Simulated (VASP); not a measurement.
The system is C2H4, in a box.

```xyz
6
Lattice="13.0146 0.0000 0.0000 0.0000 13.5146 0.0000 0.0000 0.0000 14.0146" Properties=species:S:1:pos:R:3 pbc="T T T"
C     7.0696    6.5888    6.7441
C     5.9314    7.0312    7.2769
H     7.3548    5.5358    6.7881
H     7.7680    7.2594    6.2396
H     5.6512    8.0860    7.2298
H     5.2363    6.3555    7.7805
```

Base run:

```yaml
Program: VASP 6.6.1
Functional: RPBE
Dispersion: D3(BJ)
Potentials_or_basis: VASP PAW PBE potentials, release 64 (C, H)
Cutoff: 400 eV
k_mesh: 1 × 1 × 1
Occupations: gaussian, width 0.01 eV
Spin: no spin polarisation
```

Its results: gap between the frontier levels 5.68 eV; largest force 0.264 eV/Å.

Problem. After a change of settings the same cell gave: gap between the frontier levels 7.06 eV; largest force 0.317 eV/Å. Which change was it?
A. functional from RPBE to PBE; dispersion from D3(BJ) to D3
B. functional from RPBE to optB86b-vdW; dispersion from D3(BJ) to none
C. functional from RPBE to PBE; dispersion from D3(BJ) to D4
D. functional from RPBE to HSE06; further incar settings from ALGO = Normal; EDIFF = 1e-06; ISYM = 0 to ALGO = Damped; EDIFF = 1e-06; ISYM = 0

Solution. D.

Caveats: the PAW data sets were made with another functional, which shifts forces and pressure a little.

Not every run made on this cell is shown here.
